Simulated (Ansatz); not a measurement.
**Contact densities of K2S against volume**

```yaml
crystal:
  lattice:
    - [0.00000, 3.73133, 3.73133]
    - [3.73133, 0.00000, 3.73133]
    - [3.73133, 3.73133, 0.00000]
  atoms:
    - { symbol: S, position: [0.00000, 0.00000, 0.00000] }
    - { symbol: K, position: [0.25000, 0.25000, 0.25000] }
    - { symbol: K, position: [0.75000, 0.75000, 0.75000] }
```

Atoms are numbered in the order listed.

Conventional cell: a = 7.463 Å, b = 7.463 Å, c = 7.463 Å, α = 90.00°, β = 90.00°, γ = 90.00°. Around S (atom 1) lie 8 K at 3.23 Å. Around K (atom 2) lie 4 S at 3.23 Å.

The structure comes from a relaxation in the same program, started in the fluorite type, and has space group Fm-3m. Whether it is a known phase or the ground state wasn't checked.

These are results of Ansatz 0.2.0, DFT, PBE, all-electron PAW with datasets made for the crystal, scalar-relativistic, not measurements.

Numerical set-up: a Γ-centred 10×10×10 k mesh, Fermi–Dirac smearing of 0.03 eV, cutoff 220 eV (chosen by the program for this cell), no spin polarisation.

The contact density is the mean electron density over the nuclear volume; its changes follow the s electrons' response to bonding and compression. Changes below are taken from the unscaled cell, where it is 19783.6 e/Å³ at S1, 34808.8 e/Å³ at K2.

```csv
V/V(cell),P (GPa),Δρ(0) S1 (e/Å³),Δρ(0) K2 (e/Å³)
0.9405,1.3,?,0.23
1.0000,0.0,0.00,0.00
1.0600,-0.9,?,?
```

Problem. Give the missing entry: row "1.0600", column "Δρ(0) K2 (e/Å³)".

Solution. -0.20.

Problem. Fill in "Δρ(0) S1 (e/Å³)" for the row "0.9405".

Solution. -0.39.

Problem. Fill in "Δρ(0) S1 (e/Å³)" for the row "1.0600".

Solution. 0.38.

The datasets are made afresh for each cell, so very small changes are uncertain.
